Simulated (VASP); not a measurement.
Input of a VASP 6.6.1 run:

The input INCAR:

```
ALGO = Normal
EDIFF = 1E-8
ENCUT = 520
GGA = PE
ISIF = 2
ISMEAR = -1
LASPH = True
LCHARG = False
LEFG = True
LREAL = False
LWAVE = False
NBANDS = 18
NELM = 100
PREC = Accurate
SIGMA = 0.05
```

KPOINTS

```
k-points
0
Gamma
  13 13 13
```

The input POSCAR:

```
ZnAu
1.0
    3.1784700000      0.0000000000      0.0000000000
    0.0000000000      3.1784700000      0.0000000000
    0.0000000000      0.0000000000      3.1470000000
Zn Au
1 1
Direct
    0.5000000000      0.5000000000      0.5000000000
    0.0000000000      0.0000000000      0.0000000000
```

Potentials or basis: VASP PAW PBE potentials, release 64 (Zn, Au).

Run with:

```console
$ cat potpaw_PBE.64/Zn/POTCAR potpaw_PBE.64/Au/POTCAR > POTCAR
$ mpirun -np 1 vasp_std > vasp.out
```

(1) Predict the band gap on the k mesh.

(2) Estimate the pressure.

## Answers

(1) none (metal or under the smearing width).

(2) 2.3 GPa.
